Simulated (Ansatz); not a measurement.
# Ga: the cost of one run

Method: DFT PBE, scalar-relativistic, plane waves, PAW, in Ansatz 0.2.0.

## Step 1: Starting point

The structure is tetragonal, space group I4/mmm (No. 139). Conventional cell: a = 3.487 Å, b = 3.487 Å, c = 6.007 Å, α = 90.00°, β = 90.00°, γ = 90.00°. Ga (site symmetry 4mm) has 5 Ga at 2.50 to 2.52 Å as nearest neighbours.

As a file:

```
Ga
1.0
    -1.74345    1.74345    3.00351
     1.74345   -1.74345    3.00351
     1.74345    1.74345   -3.00351
Ga
2
Direct
  0.29191 0.29191 0.00000
  0.70809 0.70809 0.00000
```

A structure generator made this guess: 5-connected net of one element (I4/mmm, No. 139). Lengths come from tabulated atomic sizes and are only a guess.

## Step 2: Probe: one point on a coarse mesh

Contents of input.yaml:

```yaml
crystal:
  lattice:
    - [-1.74345146, 1.74345146, 3.00350691]
    - [1.74345146, -1.74345146, 3.00350691]
    - [1.74345146, 1.74345146, -3.00350691]
  atoms:
    - { symbol: Ga, position: [0.29190758, 0.29190758, 0.0] }
    - { symbol: Ga, position: [0.70809242, 0.70809242, 0.0] }
basis:
  ecutwfc: 420
kpoints:
  mp_grid: { grid: [8, 8, 8] }
hamiltonian:
  xc: pbe
scf:
  occupations: { method: gaussian, width: 0.1 }
  lower_state_search: "off"
output:
  forces: true
  stress: true
  eigenvalues: true
```

On the command line:

```
$ ansatz run input.yaml --threads 1 --pin off --max-ram 2560MiB --backend cpu --events-out ev --progress --plain --runs-dir out
```

**Question.** How long does this run take on 1 thread of Arm Neoverse V1, shared host, and how much memory does it need?

About 2.2 s, with a peak of 0.31 GiB.
